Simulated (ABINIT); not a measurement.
# Te2Mo in ABINIT: single point with LDA

Aim: the single point of Te2Mo with LDA.

Everything below comes from runs of ABINIT 10.8.3 (patched build). Logs are shortened: lines on timing, memory, paths and dates and some standing lists are left out, and cuts for length are marked. The log counts tension as positive stress, the text compression.

## (1) Starting point

The cell holds a slab with vacuum, 3 atoms: a = 3.560 Å, b = 3.560 Å, c = 17.524 Å, α = 90.00°, β = 90.00°, γ = 120.00°.

## (2) Single point, LDA

The input, run.abi:

```
# Pseudopotentials
pp_dirpath "./"
pseudos "Te.upf, Mo.upf"

# Structure
acell 6.7278649584 6.7278649583 33.1156698719
rprim
     1.0000000000     0.0000000000     0.0000000000
    -0.5000000000     0.8660254038     0.0000000000
     0.0000000000     0.0000000000     1.0000000000
ntypat 2
znucl 52 42
natom 3
typat 1 1 2
xred
     0.3333333333     0.6666666667     0.1021445500
     0.3333333333     0.6666666667     0.8978554500
     0.0000000000     0.0000000000     0.0000000000

# Plane-wave basis
ecut 35.0

# k points
kptopt 1
ngkpt 7 7 2
nshiftk 1
shiftk 0.0 0.0 0.0

# Exchange and correlation
ixc 7

# Bands and occupations
nband 28
occopt 3
tsmear 0.00183747

# SCF cycle
nstep 100
tolvrs 1.0e-10

# Output
iomode 3
prtwf 0
prtden 0
prteig 0
prtebands 0
enunit 1
```

Potentials or basis: PseudoDojo NC SR LDA v0.4.1 standard.

Run with:

```bash
$ abinit run.abi > log 2>&1
```

run.abo:

```text
.Version 10.8.3 of ABINIT
 Symmetries : space group P-6 m 2 (#187); Bravais hP (primitive hexag.)
================================================================================
 Values of the parameters that define the memory need of the present run
     intxc =       0    ionmov =       0      iscf =       7    lmnmax =       6
     lnmax =       6     mgfft =     180  mpssoang =       3    mqgrid =    8820
     natom =       3  nloc_mem =       1    nspden =       1   nspinor =       1
    nsppol =       1      nsym =      12    n1xccc =    2501    ntypat =       2
    occopt =       3   xclevel =       1
       mpw =       12908          nfft =      233280          nkpt =          16
================================================================================
================================================================================

--------------------------------------------------------------------------------
------------- Echo of variables that govern the present computation ------------
--------------------------------------------------------------------------------
 -outvars: echo values of preprocessed input variables --------
            acell      6.7278649584E+00  6.7278649583E+00  3.3115669872E+01 Bohr
              amu      1.27600000E+02  9.59400000E+01
             ecut      3.50000000E+01 Hartree
           enunit           1
              ixc           7
         kptrlatt        7    0    0      0    7    0      0    0    2
          kptrlen      4.70950547E+01
            natom           3
            nband          28
            ngfft          36      36     180
             nkpt          16
            nstep         100
             nsym          12
           ntypat           2
           occopt           3
           prtden           0
        prtebands           0
           prteig           0
            prtwf           0
            rprim      1.0000000000E+00  0.0000000000E+00  0.0000000000E+00
                      -5.0000000000E-01  8.6602540380E-01  0.0000000000E+00
                       0.0000000000E+00  0.0000000000E+00  1.0000000000E+00
          spgroup         187
           tolvrs      1.00000000E-10
           tsmear      1.83747000E-03 Hartree
            typat      1  1  2
           xangst      1.7638862598E-11  2.0555013722E+00  1.7899869990E+00
                       1.7638862598E-11  2.0555013722E+00  1.5734070809E+01
                       0.0000000000E+00  0.0000000000E+00  0.0000000000E+00
            xcart      3.3332619482E-11  3.8843346448E+00  3.3825851970E+00
                       3.3332619482E-11  3.8843346448E+00  2.9733084675E+01
                       0.0000000000E+00  0.0000000000E+00  0.0000000000E+00
             xred      3.3333333333E-01  6.6666666667E-01  1.0214455000E-01
                       3.3333333333E-01  6.6666666667E-01  8.9785545000E-01
                       0.0000000000E+00  0.0000000000E+00  0.0000000000E+00
            znucl       52.00000   42.00000

================================================================================

 chkinp: Checking input parameters for consistency.

================================================================================
== DATASET  1 ==================================================================

--- !DatasetInfo
iteration_state: {dtset: 1, }
dimensions: {natom: 3, nkpt: 16, mband: 28, nsppol: 1, nspinor: 1, nspden: 1, mpw: 12908, }
cutoff_energies: {ecut:  35.0, pawecutdg:  -1.0, }
electrons: {nelect:   4.60000000E+01, charge:   0.00000000E+00, occopt:   3.00000000E+00, tsmear:   1.83747000E-03, }
meta: {optdriver: 0, ionmov: 0, optcell: 0, iscf: 7, paral_kgb: 0, }
...

 Exchange-correlation functional for the present dataset will be:
  LDA: Perdew-Wang 92 LSD fit to Ceperley-Alder data - ixc=7
  J.P.Perdew and Y.Wang, PRB 45, 13244 (1992)

 Real(R)+Recip(G) space primitive vectors, cartesian coordinates (Bohr,Bohr^-1):
 R(1)=  6.7278650  0.0000000  0.0000000  G(1)=  0.1486356  0.0858148  0.0000000
 R(2)= -3.3639325  5.8265020  0.0000000  G(2)=  0.0000000  0.1716296  0.0000000
 R(3)=  0.0000000  0.0000000 33.1156699  G(3)=  0.0000000  0.0000000  0.0301972
 Unit cell volume ucvol=  1.2981316E+03 bohr^3
 Angles (23,13,12)=  9.00000000E+01  9.00000000E+01  1.20000000E+02 degrees

 getcut: wavevector=  0.0000  0.0000  0.0000  ngfft=  36  36 180
         ecut(hartree)=     35.000   => boxcut(ratio)=   2.00921

--- Pseudopotential description ------------------------------------------------
- pspini: atom type   1  psp file is ./Te.upf
12 -1012 2 -1 1278                            pspcod,pspxc,lmax,lloc,mmax
     nproj     2     2     2

- pspini: atom type   2  psp file is ./Mo.upf
12 -1012 2 -1 1602                            pspcod,pspxc,lmax,lloc,mmax
     nproj     2     2     2

   4.05643625E+03                                ecore*ucvol(ha*bohr**3)
--------------------------------------------------------------------------------

================================================================================

--- !BeginCycle
iteration_state: {dtset: 1, }
solver: {iscf: 7, nstep: 100, nline: 4, wfoptalg: 0, }
tolerances: {tolvrs: 1.00E-10, }
...

     iter   Etot(hartree)      deltaE(h)  residm     vres2
 ETOT  1  -278.25672035786    -2.783E+02 9.193E-01 6.133E+03
 ETOT  2  -276.55420838539     1.703E+00 4.857E-02 6.251E+04
 ETOT  3  -279.60485400017    -3.051E+00 5.234E-03 1.882E+03
 ETOT  4  -279.63934608995    -3.449E-02 4.882E-03 8.694E+02
 ETOT  5  -279.65105750051    -1.171E-02 2.381E-04 3.241E+02
 ETOT  6  -279.65341456175    -2.357E-03 8.097E-04 2.186E+02
 ETOT  7  -279.65520318438    -1.789E-03 2.916E-05 1.072E+02
 ETOT  8  -279.65578680081    -5.836E-04 8.327E-05 5.660E+01
 ETOT  9  -279.65593269526    -1.459E-04 3.777E-05 3.551E+01
 ETOT 10  -279.65606573492    -1.330E-04 9.883E-06 1.373E+01
 ETOT 11  -279.65607246184    -6.727E-06 7.816E-06 7.438E+00
 ETOT 12  -279.65607276731    -3.055E-07 4.137E-06 2.930E+00
 ETOT 13  -279.65607928527    -6.518E-06 4.113E-06 2.097E-01
 ETOT 14  -279.65607953670    -2.514E-07 2.223E-06 2.436E-03
 ETOT 15  -279.65607956140    -2.470E-08 2.516E-07 7.322E-04
 ETOT 16  -279.65607957043    -9.035E-09 4.510E-08 5.122E-06
 ETOT 17  -279.65607957036     6.986E-11 3.353E-09 1.362E-05
 ETOT 18  -279.65607957060    -2.354E-10 1.673E-09 6.299E-07
 ETOT 19  -279.65607957054     6.213E-11 3.148E-10 3.725E-07
 ETOT 20  -279.65607957056    -2.422E-11 2.044E-10 5.935E-08
 ETOT 21  -279.65607957061    -4.360E-11 4.413E-11 1.735E-08
 ETOT 22  -279.65607957057     3.257E-11 2.654E-11 1.062E-08
 ETOT 23  -279.65607957064    -7.105E-11 8.741E-12 3.587E-09
 ETOT 24  -279.65607957062     2.171E-11 3.502E-12 9.480E-10
 ETOT 25  -279.65607957050     1.199E-10 2.092E-12 1.216E-10
 ETOT 26  -279.65607957059    -8.271E-11 4.697E-13 2.332E-11

 At SCF step   26       vres2   =  2.33E-11 < tolvrs=  1.00E-10 =>converged.

 Cartesian components of stress tensor (hartree/bohr^3)
  sigma(1 1)=  6.96563018E-05  sigma(3 2)=  0.00000000E+00
  sigma(2 2)=  6.96563017E-05  sigma(3 1)=  0.00000000E+00
  sigma(3 3)=  4.22226575E-05  sigma(2 1)= -2.12551966E-14

--- !ResultsGS
iteration_state: {dtset: 1, }
comment   : Summary of ground state results
lattice_vectors:
- [  6.7278650,   0.0000000,   0.0000000, ]
- [ -3.3639325,   5.8265020,   0.0000000, ]
- [  0.0000000,   0.0000000,  33.1156699, ]
lattice_lengths: [   6.72786,    6.72786,   33.11567, ]
lattice_angles: [ 90.000,  90.000, 120.000, ] # degrees, (23, 13, 12)
lattice_volume:   1.2981316E+03
convergence: {deltae: -8.271E-11, res2:  2.332E-11, residm:  4.697E-13, diffor: null, }
etotal    :  -2.79656080E+02
entropy   :   0.00000000E+00
fermie    :   1.13550112E-02
cartesian_stress_tensor: # hartree/bohr^3
- [  6.96563018E-05,  -2.12551966E-14,   0.00000000E+00, ]
- [ -2.12551966E-14,   6.96563017E-05,   0.00000000E+00, ]
- [  0.00000000E+00,   0.00000000E+00,   4.22226575E-05, ]
pressure_GPa:  -1.7803E+00
xred      :
- [  3.3333E-01,   6.6667E-01,   1.0214E-01, Te]
- [  3.3333E-01,   6.6667E-01,   8.9786E-01, Te]
- [  0.0000E+00,   0.0000E+00,   0.0000E+00, Mo]
cartesian_forces: # hartree/bohr
- [  0.00000000E+00,  -1.84855012E-28,  -7.09351271E-03, ]
- [  1.60089136E-28,   9.24275058E-29,   7.09351271E-03, ]
- [ -1.60089136E-28,   9.24275058E-29,  -0.00000000E+00, ]
force_length_stats: {min:   1.84855012E-28, max:   7.09351271E-03, mean:   4.72900847E-03, }
...

 Integrated electronic density in atomic spheres:
 ------------------------------------------------
 Atom  Sphere_radius  Integrated_density
    1        2.00000         11.98523877
    2        2.00000         11.98523877
    3        2.00000         10.53165634
================================================================================

 ----iterations are completed or convergence reached----

 Mean square residual over all n,k,spin=   24.664E-16; max=  46.968E-14
 reduced coordinates (array xred) for    3 atoms
       0.333333333333      0.666666666667      0.102144550000
       0.333333333333      0.666666666667      0.897855450000
       0.000000000000      0.000000000000      0.000000000000
 rms dE/dt=  1.1074E-01; max dE/dt=  2.3491E-01; dE/dt below (all hartree)
    1       0.000000000000      0.000000000000      0.234906424992
    2       0.000000000000     -0.000000000000     -0.234906424992
    3       0.000000000000     -0.000000000000      0.000000000000

 cartesian coordinates (angstrom) at end:
    1      0.00000000001764     2.05550137216302     1.78998699898318
    2      0.00000000001764     2.05550137216302    15.73407080912484
    3      0.00000000000000     0.00000000000000     0.00000000000000

 cartesian forces (hartree/bohr) at end:
    1      0.00000000000000    -0.00000000000000    -0.00709351270563
    2      0.00000000000000     0.00000000000000     0.00709351270563
    3     -0.00000000000000     0.00000000000000    -0.00000000000000
 frms,max,avg= 3.3439140E-03 7.0935127E-03   0.000E+00  0.000E+00  0.000E+00 h/b

 cartesian forces (eV/Angstrom) at end:
    1      0.00000000000000    -0.00000000000000    -0.36476308924061
    2      0.00000000000000     0.00000000000000     0.36476308924061
    3     -0.00000000000000     0.00000000000000    -0.00000000000000
 frms,max,avg= 1.7195097E-01 3.6476309E-01   0.000E+00  0.000E+00  0.000E+00 e/A
 length scales=  6.727864958400  6.727864958300 33.115669871900 bohr
              =  3.560232811603  3.560232811550 17.524057808108 angstroms
 Fermi (or HOMO) energy (eV) =   0.30899   Average Vxc (eV)=  -5.08764
 Eigenvalues (   eV  ) for nkpt=  16  k points:
 kpt#   1, nband= 28, wtk=  0.01020, kpt=  0.0000  0.0000  0.0000 (reduced coord)
 -60.77336  -36.60394  -36.60394  -36.59104  -36.59104  -36.54357  -36.54357  -36.53262
 -36.53262  -36.52433  -36.51439  -34.96963  -34.83901  -34.83901  -12.83146  -11.85775
  -5.12544   -1.92281   -1.92281   -1.85272   -1.12811   -1.12811   -0.60171    2.80915
   2.80915    3.08833    3.08833    4.12007
 prteigrs : prtvol=0 or 1, do not print more k-points.

--- !EnergyTerms
iteration_state     : {dtset: 1, }
comment             : Components of total free energy in Hartree
kinetic             :  1.35933258110775E+02
hartree             :  4.93299109471551E+02
xc                  : -5.88030278204527E+01
Ewald energy        :  2.70594040468031E+02
psp_core            :  3.12482677326460E+00
local_psp           : -1.07458858793185E+03
non_local_psp       : -4.92156986241819E+01
internal            : -2.79656079552862E+02
'-kT*entropy'       : -1.77230109756661E-08
total_energy        : -2.79656079570585E+02
total_energy_eV     : -7.60982959723199E+03
band_energy         : -4.20252600797248E+01
...

 Cartesian components of stress tensor (hartree/bohr^3)
  sigma(1 1)=  6.96563018E-05  sigma(3 2)=  0.00000000E+00
  sigma(2 2)=  6.96563017E-05  sigma(3 1)=  0.00000000E+00
  sigma(3 3)=  4.22226575E-05  sigma(2 1)= -2.12551966E-14

-Cartesian components of stress tensor (GPa)         [Pressure= -1.7803E+00 GPa]
- sigma(1 1)=  2.04935915E+00  sigma(3 2)=  0.00000000E+00
- sigma(2 2)=  2.04935915E+00  sigma(3 1)=  0.00000000E+00
- sigma(3 3)=  1.24223347E+00  sigma(2 1)= -6.25349473E-10

== END DATASET(S) ==============================================================
================================================================================

 -outvars: echo values of variables after computation  --------
            acell      6.7278649584E+00  6.7278649583E+00  3.3115669872E+01 Bohr
           etotal     -2.7965607957E+02
            fcart      0.0000000000E+00 -1.8485501169E-28 -7.0935127056E-03
                       1.6008913614E-28  9.2427505844E-29  7.0935127056E-03
                      -1.6008913614E-28  9.2427505846E-29 -0.0000000000E+00
            rprim      1.0000000000E+00  0.0000000000E+00  0.0000000000E+00
                      -5.0000000000E-01  8.6602540380E-01  0.0000000000E+00
                       0.0000000000E+00  0.0000000000E+00  1.0000000000E+00
           strten      6.9656301754E-05  6.9656301739E-05  4.2222657510E-05
                       0.0000000000E+00  0.0000000000E+00 -2.1255196572E-14
           xangst      1.7638862598E-11  2.0555013722E+00  1.7899869990E+00
                       1.7638862598E-11  2.0555013722E+00  1.5734070809E+01
                       0.0000000000E+00  0.0000000000E+00  0.0000000000E+00
             xred      3.3333333333E-01  6.6666666667E-01  1.0214455000E-01
                       3.3333333333E-01  6.6666666667E-01  8.9785545000E-01
                       0.0000000000E+00  0.0000000000E+00  0.0000000000E+00
 Calculation completed.
```

Wall time 6.8 min (1 thread of Arm Neoverse V2, shared host); peak memory 0.19 GiB.

What came out:

```
Free energy                                           : -7609.8296 eV
Largest force                                         : 0.365 eV/Å
Band gap on the k mesh                                : 1.37 eV, direct
Valence electrons inside the program's atomic spheres : Te 11.99; Mo 10.53
```

Forces on the atoms (eV/Å):
```
Te   0.000  0.000 -0.365
Te   0.000  0.000  0.365
Mo   0.000  0.000  0.000
```

Caveat: spin-orbit coupling is left out, which moves the levels of the heavy elements. As with any semilocal functional, this LDA gap is likely too small.
